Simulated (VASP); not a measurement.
**A VASP 6.6.1 single-point calculation on CdF$_{2}$**

INCAR

```
NSW = 0
IBRION = -1
ISIF = 2
LREAL = .TRUE.
PREC = Accurate
SIGMA = 0.02
EDIFF = 1E-7
LWAVE = .FALSE.
NELM = 120
ISMEAR = -1
ENCUT = 520
NBANDS = 20
LASPH = .TRUE.
LCHARG = .FALSE.
IVDW = 21
GGA = PE
NELECT = 25.5
```

KPOINTS

```
KPOINTS created by Atomic Simulation Environment
0
Gamma
8 8 8
0 0 0
```

POSCAR

```
Cd F
 1.0000000000000000
    -0.0538835536000000    2.6402941273999998    2.6402941273999998
     2.6402941273999998   -0.0538835536000000    2.6402941273999998
     2.6402941273999998    2.6402941273999998   -0.0538835536000000
 Cd  F
   1   2
Cartesian
 -0.0000000000000000 -0.0000000000000000 -0.0000000000000000
  1.3150569201626592  1.3150569201626592  1.3150569201626592
  3.9116477810373400  3.9116477810373400  3.9116477810373409
```

The recommended PBE PAW datasets give the neutral cell 26 valence electrons.

Command

```
mpirun -np 1 vasp_std
```

OSZICAR

```
N       E                     dE             d eps       ncg     rms          rms(c)
DAV:   1     0.191128451947E+03    0.19113E+03   -0.14733E+04  2688   0.126E+03
DAV:   2    -0.316389906013E+01   -0.19429E+03   -0.18786E+03  2824   0.339E+02
DAV:   3    -0.109893032013E+02   -0.78254E+01   -0.77597E+01  2996   0.738E+01
DAV:   4    -0.110220981032E+02   -0.32795E-01   -0.32793E-01  2768   0.495E+00
DAV:   5    -0.110222160926E+02   -0.11799E-03   -0.11799E-03  2980   0.263E-01    0.950E+00
DAV:   6    -0.999424852071E+01    0.10280E+01   -0.30997E+00  3092   0.417E+01    0.972E+00
DAV:   7    -0.996208677087E+01    0.32162E-01   -0.85208E-01  2708   0.107E+01    0.454E+00
DAV:   8    -0.995199708851E+01    0.10090E-01   -0.11830E-01  2804   0.478E+00    0.103E+00
DAV:   9    -0.994756558992E+01    0.44315E-02   -0.14871E-02  2932   0.164E+00    0.155E-01
DAV:  10    -0.994775557098E+01   -0.18998E-03   -0.25470E-03  2812   0.466E-01    0.851E-02
DAV:  11    -0.994781806514E+01   -0.62494E-04   -0.35181E-04  2736   0.218E-01    0.595E-02
DAV:  12    -0.994779734231E+01    0.20723E-04   -0.85758E-05  2896   0.155E-01    0.227E-02
DAV:  13    -0.994779809532E+01   -0.75301E-06   -0.34713E-06  2824   0.154E-02    0.938E-03
DAV:  14    -0.994779769340E+01    0.40192E-06   -0.34791E-06  2792   0.380E-02    0.284E-03
DAV:  15    -0.994779766720E+01    0.26199E-07   -0.43120E-07  2856   0.579E-03
   1 F= -.10234521E+02 E0= -.10231218E+02  d E =-.660552E-02
```

From OUTCAR

```
k-points           NKPTS =     65   k-points in BZ     NKDIM =     65   number of bands    NBANDS=     20

   NELECT =      25.5000    total number of electrons

   dimension x,y,z NGX =    28 NGY =   28 NGZ =   28
   dimension x,y,z NGXF=    56 NGYF=   56 NGZF=   56

  energy-cutoff  :      520.00
  volume of cell :       37.94
      direct lattice vectors                 reciprocal lattice vectors
    -0.053883554  2.640294127  2.640294127    -0.183672133  0.187498636  0.187498636
     2.640294127 -0.053883554  2.640294127     0.187498636 -0.183672133  0.187498636
     2.640294127  2.640294127 -0.053883554     0.187498636  0.187498636 -0.183672133

 k-points in reciprocal lattice and weights: KPOINTS created by Atomic Simulation Env
   0.00000000  0.00000000  0.00000000       0.002
   0.12500000  0.00000000  0.00000000       0.012
   0.25000000  0.00000000  0.00000000       0.012
   0.37500000  0.00000000  0.00000000       0.012
   0.50000000  0.00000000  0.00000000       0.006
   0.12500000  0.12500000  0.00000000       0.012
   0.25000000  0.12500000 -0.00000000       0.023
   0.37500000  0.12500000  0.00000000       0.023
   ...

 E-fermi :  -1.7506

 k-point     1 :       0.0000    0.0000    0.0000
  band No.  band energies     occupation
      1     -22.5453      2.00000
      2     -21.4220      2.00000
      3      -7.0038      2.00000
      4      -6.9746      2.00000
      5      -6.9746      2.00000
      6      -5.5382      2.00000
      7      -5.5382      2.00000
      8      -2.7263      2.00000
      9      -2.6380      2.00000
     10      -2.6380      2.00000
     11      -1.9957      1.99999
     12      -1.9957      1.99999
     13      -1.9097      1.99930
     14       2.2103      0.00000
     15      11.8075      0.00000
     16      11.8075      0.00000
     17      12.3638      0.00000
     18      17.3018      0.00000
     19      19.2202      0.00000
     20      19.2202      0.00000

 k-point     2 :       0.1250    0.0000    0.0000
  band No.  band energies     occupation
      1     -22.4954      2.00000
      2     -21.4670      2.00000
      3      -6.9402      2.00000
      4      -6.9114      2.00000
      5      -6.8001      2.00000
      6      -5.5599      2.00000
      7      -5.5592      2.00000
      8      -3.0659      2.00000
      9      -2.7910      2.00000
     10      -2.7365      2.00000
     11      -2.1085      2.00000
     12      -1.9884      1.99999
     13      -1.9226      1.99963
     14       2.7348      0.00000
     15      11.1759      0.00000
     16      12.0418      0.00000
     17      12.5243      0.00000
     18      18.2660      0.00000
     19      18.7918      0.00000
     20      18.9095      0.00000

 k-point     3 :       0.2500    0.0000    0.0000
  band No.  band energies     occupation
      1     -22.3599      2.00000
      2     -21.5901      2.00000
      3      -6.7953      2.00000
      4      -6.7613      2.00000
      5      -6.3178      2.00000
      6      -5.5823      2.00000
      7      -5.5789      2.00000
      8      -3.7642      2.00000
      9      -3.0293      2.00000
     10      -3.0163      2.00000
     11      -2.6112      2.00000
     12      -1.9548      1.99993
     13      -1.9256      1.99968
     14       3.9693      0.00000
     15      10.0072      0.00000
     16      12.6519      0.00000
     17      13.0520      0.00000
     18      18.0673      0.00000
     19      18.3648      0.00000
     20      19.1039      0.00000

 ...

  Total      -1.50140    -1.50140    -1.50140     0.02193     0.02193     0.02193
  in kB     -63.40531   -63.40531   -63.40531     0.92604     0.92604     0.92604
  external pressure =      -63.41 kB  Pullay stress =        0.00 kB

 POSITION                                       TOTAL-FORCE (eV/Angst)
 -----------------------------------------------------------------------------------
      0.00000      0.00000      0.00000         0.000000     -0.000000      0.000000
      1.31506      1.31506      1.31506        -0.818728     -0.818728     -0.818728
      3.91165      3.91165      3.91165         0.818728      0.818728      0.818728
 -----------------------------------------------------------------------------------
    total drift:                               -0.000000     -0.000000      0.000000

  FREE ENERGIE OF THE ION-ELECTRON SYSTEM (eV)
  ---------------------------------------------------
  free  energy   TOTEN  =       -10.2345212325 eV

  energy  without entropy=      -10.2279157088  energy(sigma->0) =      -10.23121847
```

It converged. Results: pressure -6.3 GPa; largest force 1.42 eV/Å.

The cell is charged and sits in a uniform background.

For comparison, a separate PBE run of the intended cell, on usual settings and not on those above, gives a gap of 3.18 eV on its mesh and a pressure of 10.2 GPa.

The run above took about 84 s on one core of a shared host (Intel Xeon Platinum 8488C) and held 0.18 GiB at most.
